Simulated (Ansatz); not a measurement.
# KI (Fm-3m) in Ansatz: notebook, part 2 of 2

Ansatz 0.2.0.

**3. Single point, HSE06, 41.45 Å³/atom (volume scaled by 0.94)**

input reads:

```
crystal:
  lattice:
    - [0.0, 3.4606573152, 3.4606573152]
    - [3.4606573152, 0.0, 3.4606573152]
    - [3.4606573152, 3.4606573152, 0.0]
  atoms:
    - { symbol: I, position: [0.5, 0.5, 0.5] }
    - { symbol: K, position: [0.0, 0.0, 0.0] }
hamiltonian:
  xc: hse06
  pseudopotentials: { kind: paw }
kpoints:
  mp_grid: { grid: [4, 4, 4] }
scf:
  occupations: { method: fermi_dirac, width: 0.05 }
output:
  forces: true
  stress: true
  eigenvalues: true
```

Potentials or basis: Ansatz PAW.

What it wrote:

```text
Warning: output.stress: scf.convergence.dr2_threshold = 1e-7 eV (the SCF's general default) is looser than the 2e-10 eV advised for a printed stress (1e-10 eV for each atom of the cell: 2). What an SCF threshold leaves in a stress goes as its square root, and in the free energy as the threshold itself, and one threshold admits the most on a small cell: of the crystals measured, under no hybrid functional and no lock of the moments, on runs that ended without the residual-converged pass, on stresses that held no estimate of that error, the worst erred by over 100 MPa in a component at 1e-7 eV an atom and by under 5 at 1e-10. Set scf.convergence.dr2_threshold to 2e-10 eV or tighter. The threshold is an SCF's pass mark: one that does not reach it within its budget of iterations ends unconverged, or closes short of it on a stop that the run arms, and scf.convergence.dr2_threshold's page says what that costs each kind of run
Warning: output.stress: scf.exx.energy_threshold = 1e-6 eV is looser than the 2e-8 eV advised for a stress under a hybrid functional (1e-8 eV for each atom of the cell: 2). Every SCF of the exchange loop can meet its threshold on dr2 while the loop round them stops early: no threshold on dr2 bounds what that leaves in the stress. Set scf.exx.energy_threshold to 2e-8 eV or tighter. The threshold is the loop's pass mark: a loop that does not reach it within its budget of cycles ends unconverged, and scf.exx.energy_threshold's page has the law
GPUs: using 1 of 1 available (devices: 1).
Engine: ansatz 0.2.0, x86_64-unknown-linux-gnu
Pseudopotentials: kind: paw
Pseudopotential: I, paw, valence charge 17, recommended cutoff 420 eV (normal), I.paw.azcp
Pseudopotential: K, paw, valence charge 9, recommended cutoff 420 eV (normal), K.paw.azcp
Functional definition: HSE06
  parameter a = 0.25
  parameter omega = 0.11/bohr
  exchange = pbe_x - a*pbe_x_sr(omega) + a*exact_x_sr(omega)
  correlation = pbe_c
device memory: the entry about to start is reckoned to put 0.8 GiB on a device that reports 63.1 GiB free (of which the cap on the GPU budget leaves the run 18.0 GiB)
GPU FFT provider: cuFFT
GPU libraries: cuBLAS 13.8.2, cuFFT 12.4.0, cuSOLVER 12.3.4
Crystal: 2 atoms, lattice volume = 82.891 Å³
Basis set: ecut = 420 eV, 1639 PW (Γ), exchange–correlation on 72×72×72 points (8 copies of the dense FFT grid, shifted against one another)
Bands: 17, of which v1, the nominal top of the filled ones, is band 13 counted from 1 (12 counted from 0)
Symmetry: 48 space group operations
Space group: Fm-3m (ITA 225), of the structure as read, at distance tolerance 4.4e-5 Å
k-points: 8 of 64
Non-local potential: I, projectors of the file, l = 0: 2, l = 1: 2, l = 2: 2, l = 3: 2
Non-local potential: K, projectors of the file, l = 0: 3, l = 1: 2, l = 2: 2
PAW form: soft (Blöchl's): semilocal exchange-correlation on the pseudo side does not see the compensation charge
PAW frozen core: I, regenerated for the run's functional, and the local potential with it (the file was generated under x = pbe(κ = 0.804, μ = 0.2195149727645171), c = pbe(β = 0.06672455060314922))
PAW frozen core: K, regenerated for the run's functional, and the local potential with it (the file was generated under x = pbe(κ = 0.804, μ = 0.2195149727645171), c = pbe(β = 0.06672455060314922))
PAW one-centre angular grid: I, 590 points (default); XC on 96 Gauss nodes
PAW one-centre angular grid: K, 110 points (default); XC on 64 Gauss nodes
Initial density: superposition of atomic densities (neutral atoms: chi_scale 0, normalization atom), corrected by the library's trained network
[... 39 lines left out ...]
  Residual-converged pass: ⟨swp⟩=2.9  Hψ=297  notcnv=0  max |occ|·‖R‖ = 2.2e-6 eV (tolerance 2.4e-6 eV)  dr2=5.38e-9  dr2_onsite=1.02e-9  max |Δocc| = 0.0e0
hybrid outer 2: dexx = +6.407e-8 eV, tail = 1.50e-8 eV, Δε = 2.37e-3 eV (about 1.40e-4 eV left of the loop's levels)
hybrid SCF converged: 2 outer / 8 inner (+2 warm-up), last move |dexx| = 6.41e-8 eV, tail = 1.50e-8 eV
Stability not checked: this state was not tested for a lower state beside it, because the functional holds exact exchange (a hybrid, or Hartree-Fock), whose exchange loop this test does not read (fock_operator; see scf.lower_state_search)
Free energy (F): -9059.397896 eV
Frozen-core exchange: fock
Harris-Foulkes:  -9059.397896 eV  (|F-HF|=3.22e-9)
Internal energy: -9059.397896 eV  (E = F + TS)
E sigma→0 (E₀):  -9059.397896 eV
Fermi energy:    4.650945 eV
--- Per-component energies (eV) ---
  E_band       = -562.464230
  E_kinetic    = 443.732972
  E_local      = -2756.836896  (includes V_loc(G=0)·N_el)
  E_nonlocal   = -77.681033
  E_hartree    = 1311.875878
  E_xc         = -211.730839
  E_vxc        = -234.418487  (∫ρ·V_xc dr)
  E_exx        = -74.395026  (= α·E_x^exact, valence–valence)
  E_paw        = -5582.327252  (= ΣΔE_a)
  E_vpaw       = -412.224903  (= ΣTr[D̂ρ^β])
  E_aug_tail   = -0.000007  (compensation charges beyond the density's cutoff)
  E_ewald      = -2111.537045
  E_core_change = -0.498648  (= ΣΔE_core)
  E_smearing   = -0.000000  (= −TS)
  E_closure    = 0.000001  (closes the sum)
  Σ components = -9059.397896   (vs F -9059.397896, Δ=0.00e0)
--- Forces (eV/Å), atoms counted from 1 ---
  atom   1  I      0.00000000    -0.00000000    -0.00000000
  atom   2  K     -0.00000000     0.00000000     0.00000000
  max |Σ_I F_I| component: 7.82e-30 eV/Å
--- Stress (GPa, compression-positive) ---
        1.339861      -0.000000      -0.000000
       -0.000000       1.339861       0.000000
        0.000000       0.000000       1.339861
  P = ⅓ Tr σ = 1.3399 GPa (13.399 kbar)
--- Band table (eV; the first three rows and the last of 8) ---
  k-point 0: bands = ["-43.0104", "-43.0104", "-43.0067", "-43.0067", "-43.0067", "-28.6485", "-10.7921", "-10.7921", "-10.7921", "-9.4297", "2.0560", "2.0560", "2.0560", "7.1858", "9.6728", "9.6728", "9.6728"]
  k-point 1: bands = ["-43.0103", "-43.0103", "-43.0067", "-43.0067", "-43.0067", "-28.6469", "-10.9212", "-10.7926", "-10.7926", "-9.2081", "1.1757", "1.8419", "1.8419", "8.2910", "9.8058", "10.3576", "10.3576"]
  k-point 2: bands = ["-43.0103", "-43.0103", "-43.0067", "-43.0067", "-43.0067", "-28.6454", "-11.0248", "-10.7932", "-10.7932", "-9.0068", "0.5017", "1.6472", "1.6472", "8.6203", "11.1622", "11.4481", "11.4481"]
  k-point 7: bands = ["-43.0103", "-43.0103", "-43.0067", "-43.0067", "-43.0067", "-28.6443", "-10.8732", "-10.8361", "-10.8361", "-9.1329", "1.1965", "1.1965", "1.3443", "9.6266", "9.6266", "9.9908", "11.7928"]
```

Run time: 6.9 s. Hardware: 1 × NVIDIA H100 80GB HBM3 with 2 threads of AMD EPYC 7R13 (Zen 3), shared host; peak memory 1.7 GiB.

What came out:

```
Free energy            : -9059.3979 eV
Pressure               : 1.3 GPa
Band gap on the k mesh : 5.13 eV, direct
```

Caveat: spin-orbit coupling is left out, which moves the levels of the heavy elements; the PAW data sets come from PBE, with cores solved anew for the run's functional, which leaves a small shift of forces and pressure; the thresholds are loose for stress.

**4. Single point, HSE06, 42.33 Å³/atom (volume scaled by 0.96)**

Edit input of step 3 so:

```diff
@@ -2,5 +2,5 @@
   lattice:
-    - [0.0, 3.4606573152, 3.4606573152]
-    - [3.4606573152, 0.0, 3.4606573152]
-    - [3.4606573152, 3.4606573152, 0.0]
+    - [0.0, 3.4850289444, 3.4850289444]
+    - [3.4850289444, 0.0, 3.4850289444]
+    - [3.4850289444, 3.4850289444, 0.0]
   atoms:
```

Wall time 6.9 s (1 × NVIDIA H100 80GB HBM3 with 2 threads of AMD EPYC 7R13 (Zen 3), shared host); peak memory 1.7 GiB.

The run converged. Its results:

```yaml
Free_energy: -9059.4107 eV
Pressure: 1.0 GPa
Band_gap_on_the_k_mesh: 5.07 eV, direct
```

Caveat: spin-orbit coupling is left out, which moves the levels of the heavy elements; the PAW data sets come from PBE, with cores solved anew for the run's functional, which leaves a small shift of forces and pressure; the thresholds are loose for stress.

**5. Single point, HSE06, 43.21 Å³/atom (volume scaled by 0.98)**

Edit input of step 4 so:

```diff
@@ -2,5 +2,5 @@
   lattice:
-    - [0.0, 3.4850289444, 3.4850289444]
-    - [3.4850289444, 0.0, 3.4850289444]
-    - [3.4850289444, 3.4850289444, 0.0]
+    - [0.0, 3.5090643863, 3.5090643863]
+    - [3.5090643863, 0.0, 3.5090643863]
+    - [3.5090643863, 3.5090643863, 0.0]
   atoms:
```

Run time: 7.1 s. Hardware: 1 × NVIDIA H100 80GB HBM3 with 2 threads of AMD EPYC 7R13 (Zen 3), shared host; peak memory 1.7 GiB.

Results (log left out):

```yaml
Free_energy: -9059.4199 eV
Pressure: 0.7 GPa
Band_gap_on_the_k_mesh: 5.02 eV, direct
```

Caveat: spin-orbit coupling is left out, which moves the levels of the heavy elements; the PAW data sets come from PBE, with cores solved anew for the run's functional, which leaves a small shift of forces and pressure; the thresholds are loose for stress.

**6. Single point, HSE06, 44.09 Å³/atom**

Edit input of step 5 so:

```diff
@@ -2,5 +2,5 @@
   lattice:
-    - [0.0, 3.5090643863, 3.5090643863]
-    - [3.5090643863, 0.0, 3.5090643863]
-    - [3.5090643863, 3.5090643863, 0.0]
+    - [0.0, 3.532775, 3.532775]
+    - [3.532775, 0.0, 3.532775]
+    - [3.532775, 3.532775, 0.0]
   atoms:
@@ -19 +19,5 @@
   eigenvalues: true
+  write_density: true
+  write_potential: true
+  elf: true
+  volumetric_format: npy
```

Potentials or basis: Ansatz PAW.

It took 7.5 s on 1 × NVIDIA H100 80GB HBM3 with 2 threads of AMD EPYC 7R13 (Zen 3), shared host; peak memory 1.7 GiB.

Results (log left out):

| Property | Result |
| --- | --- |
| Free energy | -9059.4258 eV |
| Pressure | 0.4 GPa |
| Band gap on the k mesh | 4.97 eV, direct |

Caveat: spin-orbit coupling is left out, which moves the levels of the heavy elements; the PAW data sets come from PBE, with cores solved anew for the run's functional, which leaves a small shift of forces and pressure; the thresholds are loose for stress.

**7. Single point, HSE06, 44.97 Å³/atom (volume scaled by 1.02)**

input reads:

```
crystal:
  lattice:
    - [0.0, 3.5561715428, 3.5561715428]
    - [3.5561715428, 0.0, 3.5561715428]
    - [3.5561715428, 3.5561715428, 0.0]
  atoms:
    - { symbol: I, position: [0.5, 0.5, 0.5] }
    - { symbol: K, position: [0.0, 0.0, 0.0] }
hamiltonian:
  xc: hse06
  pseudopotentials: { kind: paw }
kpoints:
  mp_grid: { grid: [4, 4, 4] }
scf:
  occupations: { method: fermi_dirac, width: 0.05 }
output:
  forces: true
  stress: true
  eigenvalues: true
```

It took 7.8 s on 1 × NVIDIA H100 80GB HBM3 with 2 threads of AMD EPYC 7R13 (Zen 3), shared host; peak memory 1.8 GiB.

Results (log left out):

- Free energy: -9059.4289 eV
- Pressure: 0.2 GPa
- Band gap on the k mesh: 4.92 eV, direct

Caveat: spin-orbit coupling is left out, which moves the levels of the heavy elements; the PAW data sets come from PBE, with cores solved anew for the run's functional, which leaves a small shift of forces and pressure; the thresholds are loose for stress.

**8. Single point, HSE06, 45.85 Å³/atom (volume scaled by 1.04)**

Edit input of step 7 so:

```diff
@@ -2,5 +2,5 @@
   lattice:
-    - [0.0, 3.5561715428, 3.5561715428]
-    - [3.5561715428, 0.0, 3.5561715428]
-    - [3.5561715428, 3.5561715428, 0.0]
+    - [0.0, 3.5792642128, 3.5792642128]
+    - [3.5792642128, 0.0, 3.5792642128]
+    - [3.5792642128, 3.5792642128, 0.0]
   atoms:
@@ -19 +19,5 @@
   eigenvalues: true
+  write_density: true
+  write_potential: true
+  elf: true
+  volumetric_format: npy
```

Wall time 7.6 s (1 × NVIDIA H100 80GB HBM3 with 2 threads of AMD EPYC 7R13 (Zen 3), shared host); peak memory 1.8 GiB.

Results (log left out):

- Free energy: -9059.4294 eV
- Pressure: -0.1 GPa
- Band gap on the k mesh: 4.87 eV, direct

Caveat: spin-orbit coupling is left out, which moves the levels of the heavy elements; the PAW data sets come from PBE, with cores solved anew for the run's functional, which leaves a small shift of forces and pressure; the thresholds are loose for stress.

**9. Single point, HSE06, 46.74 Å³/atom (volume scaled by 1.06)**

input reads:

```
crystal:
  lattice:
    - [0.0, 3.6020626887, 3.6020626887]
    - [3.6020626887, 0.0, 3.6020626887]
    - [3.6020626887, 3.6020626887, 0.0]
  atoms:
    - { symbol: I, position: [0.5, 0.5, 0.5] }
    - { symbol: K, position: [0.0, 0.0, 0.0] }
hamiltonian:
  xc: hse06
  pseudopotentials: { kind: paw }
kpoints:
  mp_grid: { grid: [4, 4, 4] }
scf:
  occupations: { method: fermi_dirac, width: 0.05 }
output:
  forces: true
  stress: true
  eigenvalues: true
```

Potentials or basis: Ansatz PAW.

Run time: 10 s. Hardware: 1 × NVIDIA H100 80GB HBM3 with 2 threads of AMD EPYC 7R13 (Zen 3), shared host; peak memory 1.8 GiB.

It converged, with:

- Free energy: -9059.4276 eV
- Pressure: -0.3 GPa
- Band gap on the k mesh: 4.82 eV, direct

Caveat: spin-orbit coupling is left out, which moves the levels of the heavy elements; the PAW data sets come from PBE, with cores solved anew for the run's functional, which leaves a small shift of forces and pressure; the thresholds are loose for stress.

**10. Equation of state, HSE06**

No new run: the results of the series are fitted here.

Results:

```yaml
Equilibrium_volume: 45.59 Å³/atom
Bulk_modulus: 11.2 GPa
Pressure_derivative_of_the_bulk_modulus: 4.8
```

Energy against volume, from the lowest point:
| volume (Å³/atom) | energy (meV/atom) |
| --- | --- |
| 41.445 | 15.74 |
| 42.327 | 9.34 |
| 43.209 | 4.74 |
| 44.091 | 1.77 |
| 44.973 | 0.23 |
| 45.854 | 0.00 |
| 46.736 | 0.90 |

Caveat: the k mesh is coarse (spacing up to 0.39 Å⁻¹), so the values aren't converged, least of all with exact exchange; the PAW data sets were made with another functional, which shifts forces and pressure a little. Spin-orbit coupling is left out, which matters for the levels of I.

**11. Comparison with measurements**

Step 2. Measured gap of KI: 6.32 eV (a printed reference work, monograph). This calculation gives 5.66 eV (-0.66 eV). Spin-orbit coupling on I is left out. The value is that of PBE0, without temperature or zero-point motion.
